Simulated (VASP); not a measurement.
Write the native input for VASP 6.6.1 that does the following.

```
Task                    : density of states
Functional              : PBE
Potentials or basis     : VASP PAW PBE potentials, release 64 (Cs_sv, Br)
Cutoff                  : 520 eV
k mesh                  : 6 × 6 × 6
Occupations             : fermi-dirac, width 0.1 eV
Spin                    : no spin polarisation
Dipole correction       : no
k mesh for the DOS      : 9 × 9 × 9
Occupations for the DOS : tetrahedron
Further INCAR settings  : ALGO = Fast; EDIFF = 1e-06; NBANDS = 15
```

The system is CsBr.

```
Cs Br
1.0
     4.28435    0.00000    0.00000
     0.00000    4.28435    0.00000
     0.00000    0.00000    4.28435
Cs Br
1 1
Direct
  0.00000 0.00000 0.00000
  0.50000 0.50000 0.50000
```

The cell was built by a generator and needn't be a form met in nature.

One way to write it, as run:

POSCAR

```
CsBr
1.0
    4.2843500000      0.0000000000      0.0000000000
    0.0000000000      4.2843500000      0.0000000000
    0.0000000000      0.0000000000      4.2843500000
Cs Br
1 1
Direct
    0.0000000000      0.0000000000      0.0000000000
    0.5000000000      0.5000000000      0.5000000000
```

INCAR.step1

```
PREC     = Accurate       # precision mode
ENCUT    = 520            # plane-wave cutoff, eV
EDIFF    = 1E-6           # SCF threshold, eV
ISMEAR   = -1             # smearing method
SIGMA    = 0.1            # smearing width, eV
LREAL    = F              # projectors in reciprocal space
LASPH    = T              # aspherical terms in the spheres
NELM     = 80             # most SCF steps
ALGO     = Fast           # electronic algorithm
ISIF     = 2              # what is computed and relaxed
LWAVE    = F              # write WAVECAR
LCHARG   = T              # write CHGCAR
GGA      = PE             # functional
NBANDS   = 15             # bands
```

KPOINTS.step1

```
regular mesh
0
Gamma
  6 6 6
```

INCAR.step2

```
PREC     = Accurate       # precision mode
ENCUT    = 520            # plane-wave cutoff, eV
EDIFF    = 1E-6           # SCF threshold, eV
ISMEAR   = -5             # smearing method
SIGMA    = 0.1            # smearing width, eV
LREAL    = F              # projectors in reciprocal space
LASPH    = T              # aspherical terms in the spheres
NELM     = 80             # most SCF steps
ALGO     = Fast           # electronic algorithm
ISIF     = 2              # what is computed and relaxed
LWAVE    = F              # write WAVECAR
LCHARG   = F              # write CHGCAR
GGA      = PE             # functional
LORBIT   = 11             # projections on sites
NBANDS   = 15             # bands
NEDOS    = 2001           # points of the DOS
ICHARG   = 11             # starting density
```

KPOINTS.step2

```
regular mesh
0
Gamma
  9 9 9
```

Potentials or basis: VASP PAW PBE potentials, release 64 (Cs_sv, Br).

Command:

```console
$ cat potpaw_PBE.64/Cs_sv/POTCAR potpaw_PBE.64/Br/POTCAR > POTCAR
$ cp INCAR.step1 INCAR
$ cp KPOINTS.step1 KPOINTS
$ mpirun -np 1 vasp_std > vasp.out
$ cp INCAR.step2 INCAR
$ cp KPOINTS.step2 KPOINTS
$ mpirun -np 1 vasp_std > vasp.out
```

It gave:

| Item | Value |
| --- | --- |
| Valence electrons inside the program's atomic spheres | Cs 6.57; Br 4.89 |

Wall time 19 s on 1 thread of AMD EPYC 9R45 (Zen 5), on a shared host, peak memory 0.16 GiB.
